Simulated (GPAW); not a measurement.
Crystal: P.

```
CELL_PARAMETERS angstrom
1.64774 -5.46504 0.00000
1.64774 5.46504 0.00000
0.00000 0.00000 4.54364
ATOMIC_POSITIONS crystal
P 0.90414 0.09586 0.58882
P 0.09586 0.90414 0.41118
P 0.59586 0.40414 0.08882
P 0.40414 0.59586 0.91118
```

Base run:

| Item | Value |
| --- | --- |
| Program | GPAW 26.7.0 |
| Functional | BLYP |
| Potentials or basis | PAW data sets generated in the run's folder for this functional |
| Cutoff | 600 eV |
| Basis | pw |
| k mesh | 5 × 5 × 4 |
| Occupations | fermi-dirac, width 0.05 eV |
| Spin | no spin polarisation |

Its results: pressure 6.7 GPa; largest force 0.493 eV/Å.

The run is repeated on the same cell with these changes: functional from BLYP to PBEint. What comes out?

Pressure 0.5 GPa; largest force 0.345 eV/Å.

Not every run made on this cell is shown here.
